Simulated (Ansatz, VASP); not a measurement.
# ThMg2 in two plane-wave programs, part 2 of 2

Wanted: the spread between two codes on one cell, functional and k mesh. The cell is taken from a series of runs on this material, whose earlier steps may have relaxed, scaled, displaced or heated it; both programs get it as it stands.

VASP 6.6.1 and Ansatz 0.2.0.

So far: The starting structure; VASP: zone-centre phonons, PBEsol.

**3. Ansatz: zone-centre phonons, PBEsol**

Level of this step: Ansatz beside VASP: Kohn-Sham DFT, plane waves, PBEsol (Ansatz).

Ansatz runs on its default PAW (the set named soft_2) files.

The same cell, functional, mesh and smearing now go to Ansatz, which takes its cutoff from its data sets.

input.yaml

```yaml
crystal:
  lattice:
    - [0.0, 4.285, 4.285]
    - [4.285, 0.0, 4.285]
    - [4.285, 4.285, 0.0]
  atoms:
    - { symbol: Mg, position: [0.625, 0.625, 0.625] }
    - { symbol: Mg, position: [0.125, 0.625, 0.625] }
    - { symbol: Mg, position: [0.625, 0.625, 0.125] }
    - { symbol: Mg, position: [0.625, 0.125, 0.625] }
    - { symbol: Th, position: [0.0, 0.0, 0.0] }
    - { symbol: Th, position: [0.25, 0.25, 0.25] }
kpoints:
  mp_grid: { grid: [8, 8, 8] }
hamiltonian:
  xc: pbesol
scf:
  occupations: { method: methfessel_paxton, width: 0.2 }
output:
  eigenvalues: true
phonons:
  method: dfpt
```

Launch:

```console
> ansatz run input.yaml --threads 4 --pin off --max-ram 16384MiB --backend cpu --events-out ev --progress --plain --runs-dir out
```

Numbers of over 12 decimals in the logs are rounded to 6 here.

Log:

```text
Engine: ansatz 0.2.0, aarch64-unknown-linux-gnu
Pseudopotentials: kind: paw
Pseudopotential: Mg, paw, valence charge 10, recommended cutoff 420 eV (normal), Mg.paw.azcp
Pseudopotential: Th, paw, valence charge 12, recommended cutoff 420 eV (normal), Th.paw.azcp
Functional definition: PBEsol
  exchange = pbesol_x
  correlation = pbesol_c
Crystal: 6 atoms, lattice volume = 157.356 Å³
Basis set: ecut = 420 eV, 3119 PW (Γ), exchange–correlation on 96×96×96 points (8 copies of the dense FFT grid, shifted against one another)
Bands: 39, of which v1, the nominal top of the filled ones, is band 32 counted from 1 (31 counted from 0)
Symmetry: 48 space group operations
k-points: 150 of 512 (irreducible under 2 space group operations, time reversal used)
Non-local potential: Mg, projectors of the file, l = 0: 3, l = 1: 2, l = 2: 1
Non-local potential: Th, projectors of the file, l = 0: 3, l = 1: 2, l = 2: 2, l = 3: 3
PAW form: soft (Blöchl's): semilocal exchange-correlation on the pseudo side does not see the compensation charge
PAW frozen core: Mg, regenerated for the run's functional, and the local potential with it (the file was generated under x = pbe(κ = 0.804, μ = 0.219515), c = pbe(β = 0.066725))
PAW frozen core: Th, regenerated for the run's functional, and the local potential with it (the file was generated under x = pbe(κ = 0.804, μ = 0.219515), c = pbe(β = 0.066725))
PAW one-centre angular grid: Mg, 110 points (default); XC on 64 Gauss nodes
PAW one-centre angular grid: Th, 590 points (default); XC on 64 Gauss nodes
Initial density: superposition of atomic densities (neutral atoms: chi_scale 0, normalization atom), corrected by the library's trained network
Initial wavefunctions: pseudopotential atomic-orbital guess
Functional: x = pbesol(κ = 0.804, μ = 0.123457), c = pbesol(β = 0.046)
SCF iter   1: F=—  HF=-33760.196057 eV  |F-HF|=—  |Δ(HF+E_count)|=         —  Δρ=2.63e-3  dr2=1.73e-2  ethr=1.77e-3  ⟨swp⟩=9.2  Hψ=26700  notcnv=0
preconditioner: auto → Kerker (q_TF=auto, 2.348 Å⁻¹)  [metal: Δε(μ)=0.011 eV  Ē_g=2.831 eV  σ=0.200 eV  W_gap=0.05  n_scr=26 (ndim 8)  ℏωp=11.8 eV  f_vac=0.000  D(μ)=5.81/eV (n_scr^D=58)]
SCF iter   2: F=—  HF=-33760.191707 eV  |F-HF|=—  |Δ(HF+E_count)|=   4.35e-3  S|Δr|=    0.00e0  Δρ=1.27e-3  dr2=5.09e-3  ethr=2.71e-5  ⟨swp⟩=2.4  Hψ=11718  notcnv=0
SCF iter   3: F=—  HF=-33760.190729 eV  |F-HF|=—  |Δ(HF+E_count)|=   9.77e-4  S|Δr|=    0.00e0  Δρ=3.63e-4  dr2=4.15e-4  ethr=7.95e-6  ⟨swp⟩=2.0  Hψ=7056  notcnv=0
SCF iter   4: F=—  HF=-33760.190661 eV  |F-HF|=—  |Δ(HF+E_count)|=   6.77e-5  S|Δr|=    0.00e0  Δρ=8.81e-5  dr2=8.74e-6  ethr=6.48e-7  ⟨swp⟩=2.7  Hψ=10234  notcnv=0
SCF iter   5: F=—  HF=-33760.190655 eV  |F-HF|=—  |Δ(HF+E_count)|=   6.13e-6  S|Δr|=    0.00e0  Δρ=1.78e-5  dr2=6.22e-7  ethr=1.37e-8  ⟨swp⟩=2.5  Hψ=10853  notcnv=0
SCF iter   6: F=—  HF=-33760.190715 eV  |F-HF|=—  |Δ(HF+E_count)|=   5.99e-5  S|Δr|=    0.00e0  Δρ=5.38e-6  dr2=2.99e-8  ethr=9.71e-10  ⟨swp⟩=2.1  Hψ=10184  notcnv=0
SCF iter   7: F=—  HF=-33760.190715 eV  |F-HF|=—  |Δ(HF+E_count)|=   1.46e-8  S|Δr|=    0.00e0  Δρ=5.43e-7  dr2=3.65e-10  ethr=4.67e-11  ⟨swp⟩=2.0  Hψ=10944  notcnv=0
SCF iter   8: F=—  HF=-33760.190715 eV  |F-HF|=—  |Δ(HF+E_count)|=  3.64e-11  S|Δr|=    0.00e0  Δρ=1.16e-7  dr2=2.87e-11  ethr=1.00e-12  ⟨swp⟩=2.4  Hψ=7161  notcnv=0
SCF iter   9: F=-33760.190715 eV  HF=-33760.190715 eV  |F-HF|=1.46e-11  |Δ(HF+E_count)|=  1.46e-11  S|Δr|=    0.00e0  Δρ=2.84e-8  dr2=1.50e-12  ethr=1.00e-12  ⟨swp⟩=11.9  Hψ=31888  notcnv=0
SCF 1 converged in 9 iterations: F = -33760.190715 eV  dr2 = 1.50e-12
  greatest PAW one-centre occupation: 1.000 electrons in one spin orbital (limit 2), on the Mg atom at site 3 (counted from 0), in its partial waves of l = 0
DFPT response loops at Γ: preconditioner auto → Kerker (q_TF=auto, 2.348 Å⁻¹) (partly filled bands, converged f_vac=0.000); β = 1.00, the filter's whole step (`scf.mixing.beta` (0.50) is not read by the response loops under this deck's `scf.mixing.preconditioner`; to damp them name `kerker` or `kerker_dos`, under which they read `scf.mixing.beta`, and type it under 1.00, their step now; both keys bind the ground state too); Broyden in place of MSR1
SCF converged after 9 iterations
Stability not checked: this state was not tested for a lower state beside it, because cold or Methfessel-Paxton smearing, or corrected tetrahedra, fill the levels in a way that the test cannot read (fill_not_monotonic; see scf.lower_state_search)
Free energy (F): -33760.190715 eV
Harris-Foulkes:  -33760.190715 eV  (|F-HF|=1.46e-11)
Internal energy: -33760.191472 eV  (E = F + TS)
E sigma→0 (E₀):  -33760.190904 eV
Entropy (-TS):   0.000756 eV (0.126 meV/atom)
Fermi energy:    9.490352 eV
--- Per-component energies (eV) ---
  E_band       = -1401.016162
  E_kinetic    = 744.282602
  E_local      = -7204.756062  (includes V_loc(G=0)·N_el)
  E_nonlocal   = 700.680769
  E_hartree    = 2527.909933
  E_xc         = -883.336649
  E_vxc        = -500.088990  (∫ρ·V_xc dr)
  E_paw        = -24869.063191  (= ΣΔE_a)
  E_vpaw       = -196.954295  (= ΣTr[D̂ρ^β])
  E_aug_tail   = -0.000015  (compensation charges beyond the density's cutoff)
  E_ewald      = -4776.418965
  E_core_change = 0.510106  (= ΣΔE_core)
  E_smearing   = 0.000756  (= −TS)
  E_closure    = -0.000000  (closes the sum)
  Σ components = -33760.190715   (vs F -33760.190715, Δ=0.00e0)
--- Band table (eV; the first three rows and the last of 150) ---
  k-point 0: bands = [... 28 lower, 8.3108, 8.3108, 8.4313, 8.7816, 8.7816, 8.7816, 9.9663, 10.8774, ... 3 higher]
  k-point 1: bands = [... 28 lower, 8.3299, 8.6678, 8.6678, 8.8026, 8.8026, 9.1923, 10.3107, 10.7518, ... 3 higher]
  k-point 2: bands = [... 28 lower, 7.9411, 8.7761, 8.7761, 9.2476, 9.2476, 9.8589, 10.5469, 10.6321, ... 3 higher]
  k-point 149: bands = [... 28 lower, 8.1908, 8.7456, 8.7456, 8.8536, 10.0153, 10.0153, 10.5508, 10.5508, ... 3 higher]
--- Phonons (Γ-DFPT): 2 representative perturbations + reference, on 150 of 512 k-points (Σ response iterations 6) ---
  k mesh reduced under 2 symmetry operations, with k and −k counted as one. Each operation leaves every solved perturbation unchanged. A smaller set is not used because it would not reduce the number of displacements times k-points to solve
  ASR residual: 2.869e-5 → 0.000e0 eV/Å²; symmetrization residual: 3.860e-6 eV/Å²
  ASR residual per site (eV/Å²): 1.71e-5 1.71e-5 1.71e-5 1.71e-5 2.87e-5 2.87e-5
  Γ frequencies (cm⁻¹): 0.00 0.00 0.00 48.85 48.85 48.85 139.00 139.00 139.00 148.74 148.74 148.74 215.52 215.52 248.87 248.87 248.87 328.38
  non-analytic LO–TO correction: not included (Born effective charges unavailable; polar crystals: no LO–TO splitting at Γ)
```

**4. Differences**

Known differences besides the potentials themselves: the data sets hold 64 valence electrons in Ansatz (on its default PAW (the set named soft_2) files) and 32 in VASP; the cutoff is 420 eV in Ansatz and 600 eV in VASP; Ansatz makes its cores anew for this functional, VASP keeps those of its PBE data sets. Total energies have different zeros and are not compared.

Both answers:

```
                    quantity  Ansatz   VASP  difference
  optical mode 1 to 3 (cm⁻¹)    48.9   51.2        -2.3
  optical mode 4 to 6 (cm⁻¹)   139.0  139.4     -0.26 %
  optical mode 7 to 9 (cm⁻¹)   148.7  149.1     -0.21 %
optical mode 10 to 11 (cm⁻¹)   215.5  216.4     -0.41 %
optical mode 12 to 14 (cm⁻¹)   248.9  249.9     -0.42 %
      optical mode 15 (cm⁻¹)   328.4  329.8     -0.42 %
```

Modes are paired by rising frequency, not by their patterns, so a pair may set unlike modes beside each other; they are those without the splitting of longitudinal modes.

**5. Outcome**

```
r.m.s. difference of the optical zone-centre modes, each program's sorted by frequency (zone-centre phonons, PBEsol) : 1.3 cm⁻¹
```

The r.m.s. difference of the optical zone-centre modes, each program's sorted by frequency is 1.3 cm⁻¹ (zone-centre phonons, PBEsol). The data sets hold unlike numbers of valence electrons (64 in Ansatz and 32 in VASP), so part of the differences comes from the potentials. Such differences can come from data sets, numerical settings and the points named under the comparisons, not from the functional's error against experiment.

[Lines on the potential files, build, host, timing and source positions are cut from VASP's logs without a mark.]

[Logs are printed without paths, hosts, clocks, repeated set-up lines and the standing remarks that a program may print on its own settings, such as how far it seeks lower states.]

[Hosts, paths, dates, database ids (printed as entryN), source tags and the programs' standing remarks are cut or masked in the printed files.]
